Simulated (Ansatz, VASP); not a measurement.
# Two plane-wave programs on GaP

The input INCAR:

```
SYSTEM = GaP
PREC = Accurate ; ENCUT = 520
EDIFF = 1E-8 ; ISMEAR = -1
SIGMA = 0.05 ; LREAL = .FALSE.
LASPH = .TRUE. ; NELM = 60
ALGO = Normal ; ISIF = 2
LWAVE = .FALSE. ; LCHARG = .FALSE.
GGA = PE ; LEFG = .TRUE.
NBANDS = 16
```

The input KPOINTS:

```
regular mesh
0
G
  12 12 12
  0 0 0
```

Contents of POSCAR:

```
GaP
1.0
    0.0000000000      2.5367224509      2.5367224509
    2.5367224509      0.0000000000      2.5367224509
    2.5367224509      2.5367224509      0.0000000000
Ga P
1 1
Direct
    0.0000000000      0.0000000000      0.0000000000
    0.5000000000      0.5000000000      0.5000000000
```

Input for Ansatz:

```yaml
crystal:
  lattice:
    - [0.0, 2.5367224509, 2.5367224509]
    - [2.5367224509, 0.0, 2.5367224509]
    - [2.5367224509, 2.5367224509, 0.0]
  atoms:
    - { symbol: Ga, position: [0.0, 0.0, 0.0] }
    - { symbol: P, position: [0.5, 0.5, 0.5] }
kpoints:
  mp_grid: { grid: [12, 12, 12] }
scf:
  occupations: { method: fermi_dirac, width: 0.05 }
hamiltonian:
  xc: pbe
  pseudopotentials: { kind: paw }
output:
  forces: true
  stress: true
  eigenvalues: true
  efg: { contact_densities: true }
```

Change from the starting cell: volume scaled by 0.95, PAW files.

Alike in both runs: task electric field gradients; functional PBE; k mesh 12 × 12 × 12; occupations fermi-dirac, width 0.05 eV; no spin polarisation.

|  | VASP | Ansatz |
| --- | --- | --- |
| version | VASP 6.6.1 | Ansatz 0.2.0 |
| potentials or method | VASP PAW PBE potentials, release 64 (Ga_d, P) | PAW with Ansatz's default frozen-core files, scalar-relativistic |
| plane-wave cutoff (eV) | 520 | 420 |
| valence electrons in the cell | 18 | 18 |

|  | VASP | Ansatz | Ansatz less VASP |
| --- | --- | --- | --- |
| pressure (GPa) | 5.1 | 5.0 | -0.08 |
| Vzz of the field gradient on the site that differs most (V/Å²) | 0.0 | 0.0 | 0.00 |
